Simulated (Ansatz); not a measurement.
Input of an Ansatz 0.2.0 run:

The input input.yaml:

```yaml
crystal:
  lattice:
    - [0.0, 4.1175163063, 4.2628978354]
    - [2.3895119538, 0.0, 4.2628978354]
    - [2.3895119538, 4.1175163063, 0.0]
  atoms:
    - { symbol: Ti, position: [0.75, 0.75, 0.75] }
    - { symbol: Ti, position: [0.5, 0.5, 0.5] }
    - { symbol: Si, position: [0.41256561, 0.08743439, 0.41256561] }
    - { symbol: Si, position: [0.08743439, 0.41256561, 0.08743439] }
    - { symbol: Si, position: [0.16256561, 0.83743439, 0.16256561] }
    - { symbol: Si, position: [0.83743439, 0.16256561, 0.83743439] }
hamiltonian:
  xc: blyp
  pseudopotentials: { kind: paw }
  dispersion: d4
kpoints:
  mp_grid: { grid: [7, 7, 7] }
scf:
  occupations: { method: fermi_dirac, width: 0.05 }
output:
  forces: true
  stress: true
  eigenvalues: true
relax:
  f_tol: 0.01
  max_steps: 40
  cell: { stress_tol: 0.05 }
```

Potentials or basis: Ansatz PAW.

Launch:

```sh
$ ansatz run input.yaml --threads 2 --pin off --max-ram 5632MiB --backend cpu --events-out ev --progress --plain --runs-dir out
```

**Question.** What does it give for the relaxed volume?

**Answer.** 13.99 Å³/atom.

**Question.** Predict the space group after relaxing (to 0.05 Å).

**Answer.** Fddd (No. 70).

Step by step:
| step | energy change (eV) | largest force (eV/Å) | volume (Å³) |
| --- | --- | --- | --- |
| 1 | 0.0000 | 0.0436 | 83.88 |
| 2 | -0.0008 | 0.0332 | 83.94 |
| 3 | -0.0011 | 0.0028 | 83.97 |
| 4 | -0.0012 | 0.0027 | 83.91 |
| 5 | -0.0012 | 0.0001 | 83.93 |
| 6 | -0.0012 | 0.0001 | 83.93 |

Caveat: the plane-wave basis is chosen anew once the cell has moved, so the energies of steps on either side of that aren't comparable; pairwise dispersion overbinds metals, which lowers pressure and volume; the PAW data sets come from PBE, with cores solved anew for the run's functional, which leaves a small shift of forces and pressure.
